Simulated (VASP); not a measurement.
Set up this calculation in VASP 6.6.1, as the native input.

| Property | Result |
| --- | --- |
| Task | relaxation of cell and atoms |
| Functional | RPBE |
| Dispersion | D3 |
| Potentials or basis | VASP PAW PBE potentials, release 64 (Pb_d, Te) |
| Cutoff | 600 eV |
| k mesh | 7 × 7 × 7 |
| Occupations | fermi-dirac, width 0.05 eV |
| Spin | no spin polarisation |
| Further INCAR settings | ALGO = Normal; EDIFF = 1e-06; IBRION = 2; EDIFFG = -0.005; NSW = 60; ISIF = 3 |

The structure of TePb lies in POSCAR:

```
TePb
1.0
    0.0000000000      3.2310000000      3.2310000000
    3.2310000000      0.0000000000      3.2310000000
    3.2310000000      3.2310000000      0.0000000000
Pb Te
1 1
Direct
    0.0000000000      0.0000000000      0.0000000000
    0.5000000000      0.5000000000      0.5000000000
```

The input as run:

INCAR

```
SYSTEM = TePb
PREC = Accurate
ENCUT = 600
EDIFF = 1E-6
ISMEAR = -1
SIGMA = 0.05
LREAL = .False.
LASPH = .True.
NELM = 80
ALGO = Normal
ISIF = 3
LWAVE = .False.
LCHARG = .False.
GGA = RP
IVDW = 11
IBRION = 2
NSW = 60
EDIFFG = -0.005
```

KPOINTS

```
Automatic mesh
0
Gamma
  7 7 7
  0 0 0
```

Potentials or basis: VASP PAW PBE potentials, release 64 (Pb_d, Te).

Launch:

```bash
$ cat potpaw_PBE.64/Pb_d/POTCAR potpaw_PBE.64/Te/POTCAR > POTCAR
$ mpirun -np 1 vasp_std > vasp.out
```

It gave:

* Relaxed volume: 35.94 Å³/atom
* Relaxed cell: a = 4.667 Å, b = 4.667 Å, c = 4.667 Å, α = 60.00°, β = 60.00°, γ = 60.00°
* Space group after relaxing (to 0.05 Å): Fm-3m (No. 225)
* Energy gained by relaxing: 11.3 meV/atom
* Ionic steps: 8
* Pressure after relaxing: 0.0 GPa
* Dispersion energy per atom: -0.406 eV

Caveat: the PAW data sets were made with another functional, which shifts forces and pressure a little.

Run time: 44 s on 1 thread of Intel(R) Xeon(R) 6975P-C (Granite Rapids) (shared host), peak memory 0.25 GiB.
